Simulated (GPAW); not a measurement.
# CuAu (P4/mmm) in GPAW: notebook

The runs below take CuAu through equation of state, with LDA, PBEsol.

All numbers are computed with GPAW 26.7.0; they aren't measurements. Logs are shortened: lines on timing, memory, paths and dates and some standing lists are left out, and cuts for length are marked. The log counts tension as positive stress, the text compression.

## Step 1: The structure

Symmetry: P4/mmm, No. 123, tetragonal system. Conventional cell: a = 2.811 Å, b = 2.811 Å, c = 3.685 Å, α = 90.00°, β = 90.00°, γ = 90.00°. Au (site symmetry 4/mmm) has 8 Cu at 2.71 Å and 4 Au at 2.81 Å as nearest neighbours. Cu (site symmetry 4/mmm) has 8 Au at 2.71 Å and 4 Cu at 2.81 Å as nearest neighbours.

## Step 2: Equation of state, LDA

run.py

```python
from ase import Atoms
from ase.eos import EquationOfState
from ase.io import Trajectory
from ase.units import GPa
from gpaw import GPAW, PW

atoms = Atoms(['Au', 'Cu'],
              cell=[[2.8107494552, 0.0, 0.0],
                    [0.0, 2.8107494552, 0.0],
                    [0.0, 0.0, 3.685]],
              scaled_positions=[[0.0, 0.0, 0.0],
                                [0.5, 0.5, 0.5]],
              pbc=True)

traj = Trajectory('eos.traj', 'w')
volumes, energies = [], []
for x in [0.94, 0.96, 0.98, 1.0, 1.02, 1.04, 1.06]:
    a = atoms.copy()
    a.set_cell(atoms.cell * x**(1 / 3), scale_atoms=True)
    calc = GPAW(mode=PW(600),
                xc='LDA',
                kpts={'size': (9, 9, 7), 'gamma': True},
                occupations={'name': 'fermi-dirac', 'width': 0.05},
                nbands=23,
                convergence={'density': 1e-05, 'energy': 1e-05},
                maxiter=150,
                txt=f'eos-{x:.2f}.txt')
    a.calc = calc
    energies.append(a.get_potential_energy(force_consistent=True))
    volumes.append(a.get_volume())
    p = -a.get_stress()[:3].mean() / GPa
    calc.write(f'eos-{x:.2f}.gpw')
    traj.write(a)
    print(f'{x:.2f} {volumes[-1]:10.4f} A^3 {energies[-1]:14.6f} eV {p:9.3f} GPa', flush=True)

v0, e0, B = EquationOfState(volumes, energies, eos='birchmurnaghan').fit()
print(f'V0 = {v0:.4f} A^3, E0 = {e0:.6f} eV, B0 = {B / GPa:.2f} GPa')
```

Potentials or basis: the program's PAW data sets (release 1.2.1) made for this functional, pw.

Started as:

```sh
$ OMP_NUM_THREADS=1 python run.py
```

What it wrote:

```text
__  _  _
 | _ |_)|_||  |
 |__||  | ||/\| - 26.7.0

Input parameters:
  mode=PW(ecut=600.0),
  convergence={'density': 1e-05, 'energy': 1e-05},
  kpts=MonkhorstPack(size=(9, 9, 7), gamma=True),
  maxiter=150,
  nbands=23,
  occupations=Occupations(name='fermi-dirac', width=0.05),
  xc=XC(name='LDA')

Diagonalizing LCAO Hamiltonian
Converting LCAO to pw mode
   .------.
  /|      |
 * |      |
 | |  Cu  |
 | .------.
 |/      /
 Au-----*

Atoms  # Å, Bohr magnetons
|   | symbol |        x |        y |        z |    initial magnetic moments |
|---|--------|----------|----------|----------|-----------------------------|
| 0 |     Au | 0.000000 | 0.000000 | 0.000000 | ( 0.0000,  0.0000,  0.0000) |
| 1 |     Cu | 1.376686 | 1.376686 | 1.804887 | ( 0.0000,  0.0000,  0.0000) |

Unit cell  # Å
| periodic |        x |        y |        z |  lengths |    angles |
|----------|----------|----------|----------|----------|-----------|
|      yes | 2.753371 | 0.000000 | 0.000000 | 2.753371 | 90.000000 |
|      yes | 0.000000 | 2.753371 | 0.000000 | 2.753371 | 90.000000 |
|      yes | 0.000000 | 0.000000 | 3.609775 | 3.609775 | 90.000000 |

Number of symmetries: 16
Symmetry operations  # r_c * U_cc + t_c -> r_c
|    | kind |            matrix            |
|----|------|------------------------------|
|  0 |  E   |  1, 0, 0,  0, 1, 0,  0, 0, 1 |
|  1 |  σ   |  1, 0, 0,  0, 1, 0,  0, 0,-1 |
|  2 |  σ   |  1, 0, 0,  0,-1, 0,  0, 0, 1 |
|  3 |  C2  |  1, 0, 0,  0,-1, 0,  0, 0,-1 |
|  4 |  σ   |  0, 1, 0,  1, 0, 0,  0, 0, 1 |
|  5 |  C2  |  0, 1, 0,  1, 0, 0,  0, 0,-1 |
|  6 |  C4  |  0, 1, 0, -1, 0, 0,  0, 0, 1 |
|  7 |  S4  |  0, 1, 0, -1, 0, 0,  0, 0,-1 |
|  8 |  C4  |  0,-1, 0,  1, 0, 0,  0, 0, 1 |
|  9 |  S4  |  0,-1, 0,  1, 0, 0,  0, 0,-1 |
| 10 |  σ   |  0,-1, 0, -1, 0, 0,  0, 0, 1 |
| 11 |  C2  |  0,-1, 0, -1, 0, 0,  0, 0,-1 |
| 12 |  σ   | -1, 0, 0,  0, 1, 0,  0, 0, 1 |
| 13 |  C2  | -1, 0, 0,  0, 1, 0,  0, 0,-1 |
| 14 |  C2  | -1, 0, 0,  0,-1, 0,  0, 0, 1 |
| 15 |  i   | -1, 0, 0,  0,-1, 0,  0, 0,-1 |

BZ-sampling:
  Number of BZ points: 567
  Number of IBZ points: 60

  Monkhorst-Pack size: [9, 9, 7]
  Monkhorst-Pack shift: [0, 0, 0]

K-points  # in reciprocal-cell coordinates
|     |                                coordinates |     weight |
|-----|--------------------------------------------|------------|
|   0 | (  0.00000000,   0.00000000,   0.00000000) | 0.00176367 |
|   1 | (  0.00000000,   0.00000000,   0.14285714) | 0.00352734 |
|   2 | (  0.00000000,   0.00000000,   0.28571429) | 0.00352734 |
|   3 | (  0.00000000,   0.00000000,   0.42857143) | 0.00352734 |
|   4 | (  0.11111111,   0.00000000,   0.00000000) | 0.00705467 |
|   5 | (  0.11111111,   0.00000000,   0.14285714) | 0.01410935 |
|   6 | (  0.11111111,   0.00000000,   0.28571429) | 0.01410935 |
|   7 | (  0.11111111,   0.00000000,   0.42857143) | 0.01410935 |
|   8 | (  0.11111111,   0.11111111,   0.00000000) | 0.00705467 |
|   9 | (  0.11111111,   0.11111111,   0.14285714) | 0.01410935 |
| ... |                                            |            |
|  59 | (  0.44444444,   0.44444444,   0.42857143) | 0.01410935 |

Plane wave coefficients: 942
Cutoff: 600.0 eV

Spin-components: 1 (collinear spins)
Bands:           23
Projectors:      12
Spin-degeneracy: 2
Datatype:        complex128

Parallelization:
  kpt:    1
  domain: 1
  band:   1

Density:
  Valence electrons: 22.0
  Components: 1
  Grid points: [16 16 21]
  Charge: 0.0  # |e|

Potential:
  Grid points: [16 16 21]

species:
  Au:
    name:    Gold
    Z:       79.0
    valence: 11
    core:    68
    charge:  0.0  # [|e|]
    compensation charges:
      type: gauss
      rc: 0.42  # [Å]
      lmax: 2
    cutoffs:
      filter: 2.33  # [Å]
      core: 2.81  # [Å]
    projectors
    | kind |    occ | energy [eV] | rcut [Å] |
    |------|--------|-------------|----------|
    |   6s |  1.000 |      -6.048 |    1.323 |
    |   6p |  0.000 |      -0.888 |    1.323 |
    |   5d | 10.000 |      -7.129 |    1.323 |
    |    s |        |      21.163 |    1.323 |
    |    p |        |      26.323 |    1.323 |
    |    d |        |      20.082 |    1.323 |

    Using partial waves for Au as LCAO basis

  Cu:
    name:    Copper
    Z:       29.0
    valence: 11
    core:    18
    charge:  0.0  # [|e|]
    compensation charges:
      type: gauss
      rc: 0.33  # [Å]
      lmax: 2
    cutoffs:
      filter: 2.06  # [Å]
      core: 2.43  # [Å]
    projectors
    | kind |    occ | energy [eV] | rcut [Å] |
    |------|--------|-------------|----------|
    |   4s |  1.000 |      -4.857 |    1.164 |
    |   4p |  0.000 |      -0.783 |    1.164 |
    |   3d | 10.000 |      -5.324 |    1.058 |
    |    s |        |      22.354 |    1.164 |
    |    p |        |      26.429 |    1.164 |
    |    d |        |      21.887 |    1.058 |

    Using partial waves for Cu as LCAO basis

Reference energy: -561264.669983  # eV

eigensolver:
  PPCG
  Converge bands: occupied
  niter=2

density mixing:
  MSR1-Mixer
  Pratt-step length: 0.05
  Maximum mixing coefficient: 0.75
  Old densities: 10
  SVD Regularization: 0.005
  Good broyden scale: 1.0
  Trust region scale: 1.0
  Backstep threshold: 4.0
  History deletion threshold: 6.0
  Fourier metric: weight=20.0, sigma=0.015

occupation numbers:
  Fermi-Dirac:
    width: 0.0500  # eV

poisson solver:
  ecut: 4800.0  # eV

xc functional:
  name: None

convergence criteria:
[... 6 lines left out ...]
|iter     | |      energy | eigst |  dens |
|---------|-|-------------|-------|-------|
|iter:   1| |  -10.372966 | -0.15 |       |
|iter:   2| |  -10.019986 | -2.58 | -0.98 |
|iter:   3| |   -9.263947 | -1.79 | -1.05 |
|iter:   4| |   -9.160332 | -2.52 | -1.60 |
|iter:   5| |   -9.147918 | -4.26 | -2.11 |
|iter:   6| |   -9.141910 | -4.23 | -2.27 |
|iter:   7| |   -9.141802 | -5.51 | -2.99 |
|iter:   8| |   -9.141796c| -6.05 | -3.44 |
|iter:   9| |   -9.141796c| -7.65c| -4.30 |
|iter:  10| |   -9.141796c| -7.72c| -4.81 |
|iter:  11| |   -9.141796c| -8.29c| -5.29c|

Converged in 11 steps
Energy contributions relative to reference atoms: (reference = -561264.669983)

Energy contributions:
  Kinetic:         -12.906693
  Coulomb:          10.079011
  Zero:              0.192936
  External:          0.000000
  Xc:               -6.505280
  Entropy:          -0.003541
  Spinorbit:         0.000000
  ----------------------------
  Free energy:      -9.143566
  Extrapolated:     -9.141796

dipole moment: (-9.560720, -9.560720, -12.534469)  # |e|*Ang

Fermi level: 9.761
Eigenvalues  # (at kpt = [0.000, 0.000, 0.000])
| band index |      eig [eV] | occ [0-2] |
|------------|---------------|-----------|
|          0 |        -0.630 |     2.000 |
|        ... |               |           |
|          3 |         5.471 |     2.000 |
|          4 |         5.471 |     2.000 |
|          5 |         6.664 |     2.000 |
|          6 |         6.730 |     2.000 |
|          7 |         7.519 |     2.000 |
|          8 |         8.025 |     2.000 |
[... 8 lines left out ...]
|         17 |        28.984 |     0.000 |
|         18 |        32.198 |     0.000 |
|        ... |               |           |
|         22 |        38.078 |     0.000 |

No gap
No difference between direct/indirect transitions

Stress tensor  # eV/Ang^3
|         x |         y |         z |
|-----------|-----------|-----------|
| -0.032038 |  0.000000 |  0.000000 |
|  0.000000 | -0.032038 |  0.000000 |
|  0.000000 |  0.000000 | -0.020447 |

# Writing to eos-0.94.gpw (mode='')
```

Wall time 2.4 min (1 thread of Arm Neoverse V2, shared host); peak memory 0.24 GiB.

Results:

```yaml
Equilibrium_volume: 14.00 Å³/atom
Bulk_modulus_at_fixed_shape_and_positions: 191 GPa
Pressure_derivative_of_the_bulk_modulus: 5.6
```

Energy against volume, from the lowest point:
| volume (Å³/atom) | energy (meV/atom) |
| --- | --- |
| 13.683 | 4.51 |
| 13.974 | 0.00 |
| 14.265 | 2.81 |
| 14.556 | 12.02 |
| 14.847 | 26.80 |
| 15.139 | 46.43 |
| 15.430 | 70.24 |

Caveat: with these Cu and Au data sets, volumes or pressures lay over 1.5 % or 2 GPa off other programs in two to four cells of ten; the cell was scaled at fixed shape and fractional positions, which overstates the stiffness of a crystal with free parameters, most of all of layers and chains. The run has no spin-orbit coupling, so splittings on Au are missing.

## Step 3: Equation of state, PBEsol

Changes to run.py since step 2:

```diff
@@ -4,3 +4,5 @@
 from ase.units import GPa
-from gpaw import GPAW, PW
+from gpaw import GPAW, PW, setup_paths
+
+setup_paths.insert(0, '.')
 
@@ -20,3 +22,3 @@
     calc = GPAW(mode=PW(600),
-                xc='LDA',
+                xc='PBEsol',
                 kpts={'size': (9, 9, 7), 'gamma': True},
```

Potentials or basis: PAW data sets generated in the run's folder for this functional, pw.

Started as:

```sh
$ gpaw-setup -f PBEsol Au Cu
$ OMP_NUM_THREADS=1 python run.py
```

Run time: 2.6 min. Hardware: 1 thread of Arm Neoverse V2, shared host; peak memory 0.24 GiB.

Results (log left out):

```yaml
Equilibrium_volume: 14.44 Å³/atom
Bulk_modulus_at_fixed_shape_and_positions: 170 GPa
Pressure_derivative_of_the_bulk_modulus: 5.6
```

Energy against volume, from the lowest point:
```csv
volume (Å³/atom),energy (meV/atom)
13.683,22.97
13.974,7.92
14.265,0.58
14.556,0.00
14.847,5.35
15.139,15.89
15.430,30.92
```

Caveat: with these Cu and Au data sets, volumes or pressures lay over 1.5 % or 2 GPa off other programs in two to four cells of ten; the cell was scaled at fixed shape and fractional positions, which overstates the stiffness of a crystal with free parameters, most of all of layers and chains.
